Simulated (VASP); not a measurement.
# AgCl (P4/mmm) in VASP: a series of runs

Runs on AgCl. Level: LDA. Tasks: single point.

Program: VASP 6.6.1. These are calculated values, not measurements. Logs are shortened: lines on timing, memory, paths and dates and some standing lists are left out, and cuts for length are marked.

## 1. The cell of the first run

It takes space group P4/mmm (No. 123, tetragonal). The conventional cell has a = 3.434 Å, b = 3.434 Å, c = 3.503 Å, α = 90.00°, β = 90.00°, γ = 90.00°. Ag (site symmetry 4/mmm) is surrounded by 8 Cl at 2.99 Å and 4 Ag at 3.43 Å. Cl (site symmetry 4/mmm) is surrounded by 8 Ag at 2.99 Å and 4 Cl at 3.43 Å.

Measurements of this composition are mostly on another form, of space group No. 225.

## 2. Single point, LDA (strain +0.0200 x Voigt [0, 1, 0, 0, 0, 0], atoms carried along)

INCAR

```
PREC = Accurate ; ENCUT = 520
EDIFF = 1E-6 ; ISMEAR = 0
SIGMA = 0.03 ; LREAL = False
LASPH = True ; NELM = 100
ALGO = Normal ; ISIF = 2
LWAVE = False ; LCHARG = True
LELF = True ; LVHAR = True
NBANDS = 16
```

KPOINTS

```
regular mesh
0
Gamma
  10 10 10
```

POSCAR

```
AgCl
1.0
    3.4339730000      0.0000000000      0.0000000000
    0.0000000000      3.5026524600      0.0000000000
    0.0000000000      0.0000000000      3.4339730000
Ag Cl
1 1
Direct
    0.0000000000      0.0000000000      0.0000000000
    0.5000000000      0.5000000000      0.5000000000
```

Potentials or basis: VASP PAW LDA potentials, release 64 (Ag, Cl).

Started as:

```
> cat potpaw_LDA.64/Ag/POTCAR potpaw_LDA.64/Cl/POTCAR > POTCAR
> mpirun -np 1 vasp_std > vasp.out
```

OUTCAR:

```text
PREC = Accurate
   ENCUT = 520
   EDIFF = 1E-6
   ISMEAR = 0
   LREAL = False
   LASPH = True
   NELM = 100
   ISIF = 2

 ion  position               nearest neighbor table
   1  0.000  0.000  0.000-   2 2.99   2 2.99   2 2.99   2 2.99   2 2.99   2 2.99   2 2.99   2 2.99

   2  0.500  0.500  0.500-   1 2.99   1 2.99   1 2.99   1 2.99   1 2.99   1 2.99   1 2.99   1 2.99

  LATTYP: Found a simple tetragonal cell.
 ALAT       =     3.4339730000
 C/A-ratio  =     1.0200000000

  Lattice vectors:

 A1 = (  -3.4339730000,   0.0000000000,   0.0000000000)
 A2 = (   0.0000000000,   0.0000000000,   3.4339730000)
 A3 = (   0.0000000000,   3.5026524600,   0.0000000000)

Analysis of symmetry for initial positions (statically):
=====================================================================
 Subroutine PRICEL returns:
 Original cell was already a primitive cell.

 Routine SETGRP: Setting up the symmetry group for a
 simple tetragonal supercell.

 Subroutine GETGRP returns: Found 16 space group operations
 (whereof 16 operations were pure point group operations)
 out of a pool of 16 trial point group operations.

The static configuration has the point symmetry D_4h.

Analysis of symmetry for dynamics (positions and initial velocities):
=====================================================================
 Subroutine PRICEL returns:
 Original cell was already a primitive cell.

 Routine SETGRP: Setting up the symmetry group for a
 simple tetragonal supercell.

 Subroutine GETGRP returns: Found 16 space group operations
 (whereof 16 operations were pure point group operations)
 out of a pool of 16 trial point group operations.

The dynamic configuration has the point symmetry D_4h.

 Subroutine INISYM returns: Found 16 space group operations
 (whereof 16 operations are pure point group operations),
 and found     1 'primitive' translations

----------------------------------------------------------------------------------------

                                     Primitive cell

  volume of cell :      41.3039

  direct lattice vectors                    reciprocal lattice vectors
     3.433973000  0.000000000  0.000000000     0.291207881  0.000000000  0.000000000
     0.000000000  3.502652460  0.000000000     0.000000000  0.285497922  0.000000000
     0.000000000  0.000000000  3.433973000     0.000000000  0.000000000  0.291207881

  length of vectors
     3.433973000  3.502652460  3.433973000     0.291207881  0.285497922  0.291207881
[... 81 lines left out ...]
   EDIFF  = 0.1E-05   stopping-criterion for ELM
   LREAL  =      F    real-space projection
   EDIFFG = 0.1E-04   stopping-criterion for IOM
   NSW    =      0    number of steps for IOM
   IBRION =     -1    ionic relax: 0-MD 1-quasi-New 2-CG
   NFREE  =      0    steps in history (QN), initial steepest desc. (CG)
   ISIF   =      2    stress and relaxation
   ISYM   =      2    0-nonsym 1-usesym 2-fastsym
   POTIM  = 0.5000    time-step for ionic-motion
   TEBEG  =    0.0;   TEEND  =   0.0 temperature during run
   PSTRESS=    0.0 pullay stress
   NELECT =      18.0000    total number of electrons
   NUPDOWN=      -1.0000    fix difference up-down
   EMIN   =  10.00;   EMAX   =-10.00  energy-range for DOS
   EFERMI =   0.00;   METHOD = LEGACY
   ISMEAR =     0;   SIGMA  =   0.03  broadening in eV -4-tet -1-fermi 0-gaus
   EFERMI_NEDOS =   21; number of points for ismear=-14 and -15
   IALGO  =     38    algorithm
   IMIX   =      4    mixing-type and parameters
     AMIX     =   0.40;   BMIX     =  1.00
     AMIX_MAG =   1.60;   BMIX_MAG =  1.00
  volume/ion in A,a.u.               =      20.65       139.37
  Fermi-wavevector in a.u.,A,eV,Ry     =   1.241182  2.345494 20.960214  1.540532
  Thomas-Fermi vector in A             =   2.375591
   LORBIT       =      0    0 simple, 1 ext, 2 COOP (PROOUT), +10 PAW based schemes
   GGA     = CA    functional components
   LHFCALC =     F    Hartree Fock is set to
   AEXX    =    0.0000 exact exchange contribution
   IVDW    =     0    specifies the selected vdW correction
   LEPSILON=     F    determine dielectric tensor
   LRPA    =     F    only Hartree local field effects (RPA)
 non-spin polarized calculation
 Gauss-broadening in eV      SIGMA  =   0.03
  energy-cutoff  :      520.00
  volume of cell :       41.30
 maximum number of plane-waves:      1134
 NGX is ok and might be reduce to    28
   NGX = 13   NGY = 13   NGZ = 13

 number of electron      17.9999998 magnetization

 Free energy of the ion-electron system (eV)
  ---------------------------------------------------
  ext. energy  EPLUGINS =         0.00000000
  ---------------------------------------------------
  free energy    TOTEN  =        -6.35733290 eV

  energy without entropy =       -6.35733290  energy(sigma->0) =       -6.35733290

 E-fermi :   3.6083     XC(G=0): -10.7288

 val. band max:        3.4490273890   @ k =   0.0000   0.5000   0.0000
 cond. band min:       3.7300829087   @ k =   0.0000   0.0000   0.0000
 fundamental gap:      0.2810555197
 Fermi energy:         3.6082880454

 k-point     1 :       0.0000    0.0000    0.0000
  band No.  band energies     occupation
      1     -10.9389      2.00000
      2       0.6749      2.00000
      3       0.7070      2.00000
      4       1.6086      2.00000
      5       1.6086      2.00000
      6       1.6296      2.00000
[... 433 lines left out ...]
      3       0.1903      2.00000
      4       1.0068      2.00000
      5       1.0274      2.00000
      6       1.4608      2.00000
[... 8 lines left out ...]
     15      17.6972      0.00000
     16      19.6120      0.00000

 [... further k-points ...]

------------------------ aborting loop because EDIFF is reached ----------------------------------------

  FORCE on cell =-STRESS in cart. coord.  units (eV):
  Direction    XX          YY          ZZ          XY          YZ          ZX
  --------------------------------------------------------------------------------------
  -------------------------------------------------------------------------------------
  Total       -2.0501162     -2.2695335     -2.0501162      0.0000000      0.0000000      0.0000000
  in kB      -79.5240087    -88.0352059    -79.5240087      0.0000000      0.0000000      0.0000000
  external PRESSURE =     -82.3610744 kB  Pullay stress =       0.0000000 kB

 VOLUME and BASIS-vectors are now :
 -----------------------------------------------------------------------------
  energy-cutoff  :      520.00
  volume of cell :       41.30
      direct lattice vectors                 reciprocal lattice vectors
     3.433973000  0.000000000  0.000000000     0.291207881  0.000000000  0.000000000
     0.000000000  3.502652460  0.000000000     0.000000000  0.285497922  0.000000000
     0.000000000  0.000000000  3.433973000     0.000000000  0.000000000  0.291207881

 POSITION                                       TOTAL-FORCE (eV/Angst)
 -----------------------------------------------------------------------------------
      0.00000      0.00000      0.00000         0.000000      0.000000      0.000000
      1.71699      1.75133      1.71699         0.000000      0.000000      0.000000
 -----------------------------------------------------------------------------------
    total drift:                               -0.000000      0.000000      0.000000

  FREE ENERGIE OF THE ION-ELECTRON SYSTEM (eV)
  ---------------------------------------------------
  free  energy   TOTEN  =        -6.3573328968 eV

  energy  without entropy=       -6.3573328968  energy(sigma->0) =       -6.35733290
```

It took 32 s on 1 thread of Intel Xeon 6975P-C (Granite Rapids), shared host; peak memory 0.19 GiB.

What came out:

```yaml
Free_energy: -6.3573 eV
Pressure: -8.2 GPa
Band_gap_on_the_k_mesh: 0.28 eV, indirect (least direct gap 1.69 eV)
```

Levels at points of the mesh, in eV from the valence-band top:
```csv
k point,band 7,band 8,band 9,band 10,band 11,band 12
"(0.00, 0.00, 0.00)",-1.59,-1.41,-1.41,0.28,9.23,9.35
"(0.50, 0.00, 0.00)",-1.44,-0.04,-0.01,4.57,5.23,9.30
"(0.00, 0.50, 0.00)",-1.52,0.00,0.00,4.68,5.15,9.31
"(0.50, 0.50, 0.00)",-2.09,-1.55,-0.80,2.49,8.50,8.71
"(0.50, 0.00, 0.50)",-2.14,-1.52,-0.92,2.67,8.51,8.51
"(0.50, 0.50, 0.50)",-0.23,-0.23,-0.19,4.56,4.56,4.61
```

A k mesh can miss the band edges.

## 3. Single point, LDA (strain +0.0400 x Voigt [0, 1, 0, 0, 0, 0], atoms carried along)

INCAR

```
SYSTEM = AgCl
PREC = Accurate ; ENCUT = 520
EDIFF = 1E-6 ; ISMEAR = 0
SIGMA = 0.03 ; LREAL = .False.
LASPH = .True. ; NELM = 100
ALGO = Fast ; ISIF = 2
LWAVE = .False. ; LCHARG = .False.
GGA = CA ; NBANDS = 16
```

KPOINTS

```
regular mesh
0
Gamma
  10 10 10
  0 0 0
```

Changes to POSCAR since step 2:

```diff
@@ -3,3 +3,3 @@
     3.4339730000      0.0000000000      0.0000000000
-    0.0000000000      3.5026524600      0.0000000000
+    0.0000000000      3.5713319200      0.0000000000
     0.0000000000      0.0000000000      3.4339730000
```

Potentials or basis: VASP PAW LDA potentials, release 64 (Ag, Cl).

Started as:

```
> cat potpaw_LDA.64/Ag/POTCAR potpaw_LDA.64/Cl/POTCAR > POTCAR
> mpirun -np 1 vasp_std > vasp.out
```

OUTCAR:

```text
SYSTEM = AgCl
   PREC = Accurate
   ENCUT = 520
   EDIFF = 1E-6
   ISMEAR = 0
   LREAL = .False.
   LASPH = .True.
   NELM = 100
   ISIF = 2
   GGA = CA

 ion  position               nearest neighbor table
   1  0.000  0.000  0.000-   2 3.01   2 3.01   2 3.01   2 3.01   2 3.01   2 3.01   2 3.01   2 3.01

   2  0.500  0.500  0.500-   1 3.01   1 3.01   1 3.01   1 3.01   1 3.01   1 3.01   1 3.01   1 3.01

  LATTYP: Found a simple tetragonal cell.
 ALAT       =     3.4339730000
 C/A-ratio  =     1.0400000000

  Lattice vectors:

 A1 = (  -3.4339730000,   0.0000000000,   0.0000000000)
 A2 = (   0.0000000000,   0.0000000000,   3.4339730000)
 A3 = (   0.0000000000,   3.5713319200,   0.0000000000)

Analysis of symmetry for initial positions (statically):
=====================================================================
 Subroutine PRICEL returns:
 Original cell was already a primitive cell.

 Routine SETGRP: Setting up the symmetry group for a
 simple tetragonal supercell.

 Subroutine GETGRP returns: Found 16 space group operations
 (whereof 16 operations were pure point group operations)
 out of a pool of 16 trial point group operations.

The static configuration has the point symmetry D_4h.

Analysis of symmetry for dynamics (positions and initial velocities):
=====================================================================
 Subroutine PRICEL returns:
 Original cell was already a primitive cell.

 Routine SETGRP: Setting up the symmetry group for a
 simple tetragonal supercell.

 Subroutine GETGRP returns: Found 16 space group operations
 (whereof 16 operations were pure point group operations)
 out of a pool of 16 trial point group operations.

The dynamic configuration has the point symmetry D_4h.

 Subroutine INISYM returns: Found 16 space group operations
 (whereof 16 operations are pure point group operations),
 and found     1 'primitive' translations

----------------------------------------------------------------------------------------
[... 115 lines left out ...]
  Fermi-wavevector in a.u.,A,eV,Ry     =   1.233174  2.330361 20.690625  1.520718
  Thomas-Fermi vector in A             =   2.367915
   LORBIT       =      0    0 simple, 1 ext, 2 COOP (PROOUT), +10 PAW based schemes
   GGA     = CA    functional components
   LHFCALC =     F    Hartree Fock is set to
   AEXX    =    0.0000 exact exchange contribution
   IVDW    =     0    specifies the selected vdW correction
   LEPSILON=     F    determine dielectric tensor
   LRPA    =     F    only Hartree local field effects (RPA)
 non-spin polarized calculation
 RMM-DIIS sequential band-by-band and
 Gauss-broadening in eV      SIGMA  =   0.03
  energy-cutoff  :      520.00
  volume of cell :       42.11
 maximum number of plane-waves:      1152
 NGX is ok and might be reduce to    28
   NGX = 13   NGY = 13   NGZ = 13

 number of electron      18.0000001 magnetization

 Free energy of the ion-electron system (eV)
  ---------------------------------------------------
  ext. energy  EPLUGINS =         0.00000000
  ---------------------------------------------------
  free energy    TOTEN  =        -6.31052276 eV

  energy without entropy =       -6.31052276  energy(sigma->0) =       -6.31052276

 E-fermi :   3.3685     XC(G=0): -10.6301

 val. band max:        3.2301225959   @ k =   0.0000   0.5000   0.0000
 cond. band min:       3.4853034950   @ k =   0.0000   0.0000   0.0000
 fundamental gap:      0.2551808991
 Fermi energy:         3.3685318072

 k-point     1 :       0.0000    0.0000    0.0000
  band No.  band energies     occupation
      1     -11.0590      2.00000
      2       0.4932      2.00000
      3       0.5525      2.00000
      4       1.4024      2.00000
      5       1.4024      2.00000
      6       1.4406      2.00000
[... 433 lines left out ...]
      3       0.0383      2.00000
      4       0.8111      2.00000
      5       0.8746      2.00000
      6       1.2824      2.00000
[... 8 lines left out ...]
     15      17.5155      0.00000
     16      19.2148      0.00000

 [... further k-points ...]

------------------------ aborting loop because EDIFF is reached ----------------------------------------

  FORCE on cell =-STRESS in cart. coord.  units (eV):
  Direction    XX          YY          ZZ          XY          YZ          ZX
  --------------------------------------------------------------------------------------
  -------------------------------------------------------------------------------------
  Total       -2.1537426     -2.5810443     -2.1537426      0.0000000      0.0000000      0.0000000
  in kB      -81.9370659    -98.1933508    -81.9370659      0.0000000      0.0000000      0.0000000
  external PRESSURE =     -87.3558275 kB  Pullay stress =       0.0000000 kB

 VOLUME and BASIS-vectors are now :
 -----------------------------------------------------------------------------
  energy-cutoff  :      520.00
  volume of cell :       42.11
      direct lattice vectors                 reciprocal lattice vectors
     3.433973000  0.000000000  0.000000000     0.291207881  0.000000000  0.000000000
     0.000000000  3.571331920  0.000000000     0.000000000  0.280007578  0.000000000
     0.000000000  0.000000000  3.433973000     0.000000000  0.000000000  0.291207881

 POSITION                                       TOTAL-FORCE (eV/Angst)
 -----------------------------------------------------------------------------------
      0.00000      0.00000      0.00000         0.000000      0.000000      0.000000
      1.71699      1.78567      1.71699         0.000000      0.000000      0.000000
 -----------------------------------------------------------------------------------
    total drift:                               -0.000000      0.000000      0.000000

  FREE ENERGIE OF THE ION-ELECTRON SYSTEM (eV)
  ---------------------------------------------------
  free  energy   TOTEN  =        -6.3105227585 eV

  energy  without entropy=       -6.3105227585  energy(sigma->0) =       -6.31052276
```

stdout:

```text
POSCAR found type information on POSCAR AgCl
 POSCAR found :  2 types and       2 ions
 scaLAPACK will be used
 LDA part: xc-table for (Slater(with rela. corr.)+CA(PZ))
 , standard interpolation
 POSCAR, INCAR and KPOINTS ok, starting setup
 FFT: planning ... GRIDC
 FFT: planning ... GRID_SOFT
 FFT: planning ... GRID
 WAVECAR not read
 entering main loop
```

It took 29 s on 1 thread of Intel Xeon 6975P-C (Granite Rapids), shared host; peak memory 0.19 GiB.

Results:

| Quantity | Value |
| --- | --- |
| Free energy | -6.3105 eV |
| Pressure | -8.7 GPa |
| Band gap on the k mesh | 0.26 eV, indirect (least direct gap 1.56 eV) |

Stress tensor (GPa, compression positive):
```
-8.19  0.00  0.00
 0.00 -9.82  0.00
 0.00  0.00 -8.19
```

A k mesh can miss the band edges.
